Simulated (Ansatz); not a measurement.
The system is MnO2.

```
Mn O
1.0
     2.85658    0.00000    0.00000
    -1.42829    2.47387    0.00000
     0.00000    0.00000    4.60137
Mn O
1 2
Direct
  0.00000 0.00000 0.50000
  0.33333 0.66667 0.70629
  0.66667 0.33333 0.29371
```

Measurements of this composition are mostly on another form, of space group No. 136.

A run of Ansatz 0.2.0 on this cell left the log below. Logs are shortened: lines on timing, memory, paths and dates and some standing lists are left out, and cuts for length are marked.

```text
Warning: where an SCF of this run starts from atoms to list the orders of its open shells, Mn (site 0, from 0) starts with 5.00 μB on its 3d shell, in the place of the 5.50 μB that the deck gives it: its open shells can hold no more by Hund's first rule. To start from spheres of the given moment, type scf.initial_density.shell_occupations: []
Warning: RAYON_NUM_THREADS=2 ignored (pool sized by the plan → 2); use --threads N
Engine: ansatz 0.2.0, x86_64-unknown-linux-gnu
Pseudopotentials: kind: paw
Pseudopotential: Mn, paw, valence charge 15, recommended cutoff 420 eV (normal), Mn.paw.azcp
Pseudopotential: O, paw, valence charge 6, recommended cutoff 420 eV (normal), O.paw.azcp
Functional definition: PBE
  parameter kappa = 0.804
  parameter beta = 0.06672455060314922
  exchange = pbe_x(kappa = kappa, mu = beta*pi^2/3)
  correlation = pbe_c(beta = beta)
Crystal: 3 atoms, lattice volume = 32.517 Å³
Basis set: ecut = 420 eV, 615 PW (Γ), exchange–correlation on 40×40×64 points (8 copies of the dense FFT grid, shifted against one another)
Bands: 21, of which v1, the nominal top of the filled ones, is band 14 counted from 1 (13 counted from 0)
Symmetry: 12 space group operations
Space group: P-3m1 (ITA 164), of the structure as read, at distance tolerance 3.2e-5 Å
Magnetic group: BNS 164.85 (UNI 1315), of the structure as read, at distance tolerance 3.2e-5 Å
k-points: 84 of 726
Non-local potential: Mn, projectors of the file, l = 0: 3, l = 1: 2, l = 2: 3, l = 3: 1
Non-local potential: O, projectors of the file, l = 0: 2, l = 1: 2, l = 2: 1
PAW form: soft (Blöchl's): semilocal exchange-correlation on the pseudo side does not see the compensation charge
PAW one-centre angular grid: Mn, 590 points (default); XC on 64 Gauss nodes
PAW one-centre angular grid: O, 110 points (default); XC on 64 Gauss nodes
Initial density: superposition of atomic densities (chi_scale 0.1, normalization cell, long waves kept (reshape's long-wave potential 0.12 eV rms))
Starting moments: Σ|m| = 5.5 μB on 1 of 3 sites
Initial wavefunctions: pseudopotential atomic-orbital guess
Functional: x = pbe(κ = 0.804, μ = 0.2195149727645171), c = pbe(β = 0.06672455060314922)
SCF iter   1: F=—  HF=-5034.061883 eV  |F-HF|=—  |Δ(HF+E_count)|=         —  Δρ=1.32e-1 (↑7.12e-2 ↓1.32e-1)  dr2=3.22e0  dr2_m=2.72e0  M=3.000 μB ∫|m|=3.223 μB  β_m=0.30  ethr=3.10e-3  ⟨swp⟩=5.6  Hψ=15419  notcnv=0
Mixer restart at iter 1: flushing history
[... 11 lines left out ...]
  greatest PAW one-centre occupation: 1.000 electrons in one spin orbital (limit 2), on the Mn atom at site 0 (counted from 0), in its partial waves of l = 0
SCF converged after 10 iterations
Magnetization: 3.0000 μB (15.0000 up, 12.0000 down)
Absolute magnetization: 3.0361 μB (∫|ρ↑−ρ↓|, with the PAW one-centre terms)
Spin contamination: 0.0330 ħ² per cell (⟨S²⟩ above its minimum at these occupations)
Per-site moments (μB) at R_I (Å): [(2.48916768550174, 0.7849485026378248), (0.052659623109321284, 0.7849485026378248), (0.05265962310932142, 0.7849485026378249)]
Free energy (F): -5033.674981 eV
Harris-Foulkes:  -5033.674981 eV  (|F-HF|=7.03e-10)
Internal energy: -5033.674975 eV  (E = F + TS)
E sigma→0 (E₀):  -5033.674978 eV
Entropy (-TS):   -0.000005 eV (-0.002 meV/atom)
Fermi energy:    8.401843 eV
--- Per-component energies (eV) ---
  E_band       = -361.354705
  E_kinetic    = 649.529532
  E_local      = -3560.292427  (includes V_loc(G=0)·N_el)
  E_nonlocal   = 333.705237
  E_hartree    = 1454.396444
  E_xc         = -260.727239
  E_vxc        = -333.127835  (∫ρ·V_xc dr)
  E_paw        = -1610.801266  (= ΣΔE_a)
  E_vpaw       = -359.965711  (= ΣTr[D̂ρ^β])
  E_aug_tail   = 0.004792  (compensation charges beyond the density's cutoff)
  E_ewald      = -2039.490050
  E_smearing   = -0.000005  (= −TS)
  E_closure    = 0.000000  (closes the sum)
  Σ components = -5033.674981   (vs F -5033.674981, Δ=0.00e0)
--- Forces (eV/Å), atoms counted from 1 ---
  atom   1  Mn     0.00000000     0.00000000     0.00000000
  atom   2  O     -0.00000000     0.00000000     0.21757803
  atom   3  O      0.00000000     0.00000000    -0.21757803
  max |Σ_I F_I| component: 2.78e-17 eV/Å
--- Stress (GPa, compression-positive) ---
        4.974282      -0.000000       0.000000
        0.000000       4.974282       0.000000
        0.000000       0.000000       4.353083
  P = ⅓ Tr σ = 4.7672 GPa (47.672 kbar)
--- Band table (eV; the first three rows and the last of 168) ---
  k-point 0 ↑: bands = ["-73.6412", "-42.2956", "-42.2872", "-42.2872", "-11.6800", "-9.3644", "1.6193", "2.0311", "2.0311", "5.5687", "5.5687", "6.5354", "6.5354", "6.7857", "7.5918", "10.8774", "10.8774", "15.0722", "18.3227", "22.7797", "27.4380"]
  k-point 1 ↑: bands = ["-73.6412", "-42.2957", "-42.2872", "-42.2872", "-11.6518", "-9.4128", "1.7655", "2.0340", "2.0340", "5.5673", "5.5673", "6.4181", "6.5240", "6.5240", "7.7291", "10.8901", "10.8901", "15.4146", "18.2755", "22.4509", "27.4632"]
  k-point 2 ↑: bands = ["-73.6412", "-42.2957", "-42.2872", "-42.2872", "-11.5919", "-9.5125", "2.0400", "2.0400", "2.1007", "5.5644", "5.5644", "5.7957", "6.5021", "6.5021", "7.8647", "10.9158", "10.9158", "16.2725", "18.0056", "21.8268", "27.5271"]
  k-point 83 ↓: bands = ["-70.4210", "-39.3723", "-39.3340", "-39.0191", "-9.7629", "-9.7321", "2.4776", "2.6580", "3.5552", "4.8032", "5.2217", "5.5035", "9.2216", "9.9085", "10.0150", "11.6223", "11.6426", "20.6912", "22.8627", "23.0214", "24.0377"]
```

Problem. Write the input and the command behind it.

Solution. Single point with PBE, collinear spin, ferromagnetic start. The files as run (others can give the same):

input.yaml
```yaml
crystal:
  lattice:
    - [2.8565781804, 0.0, 0.0]
    - [-1.4282890902, 2.4738692722, 0.0]
    - [0.0, 0.0, 4.6013740589]
  atoms:
    - { symbol: Mn, position: [0.0, 0.0, 0.5], spin: 5.5 }
    - { symbol: O, position: [0.3333333333, 0.6666666667, 0.70629257] }
    - { symbol: O, position: [0.6666666667, 0.3333333333, 0.29370743] }
hamiltonian:
  xc: pbe
  pseudopotentials: { kind: paw }
magnetization:
  spin_polarized: true
kpoints:
  mp_grid: { grid: [11, 11, 6] }
scf:
  occupations: { method: fermi_dirac, width: 0.05 }
output:
  forces: true
  stress: true
  eigenvalues: true
```

Potentials or basis: Ansatz PAW.
The run is started by
```bash
$ ansatz run input.yaml --threads 2 --pin off --max-ram 5120MiB --backend cpu --events-out ev --progress --plain --runs-dir out
```

Caveat: odd divisions of the mesh miss points on the zone boundary, where band edges often lie, so the gap on the mesh can be too wide; the pressure holds a Pulay correction of +0.8 GPa for the finite cutoff; a cell with one magnetic atom can't hold antiferromagnetic order, which such compounds often take.
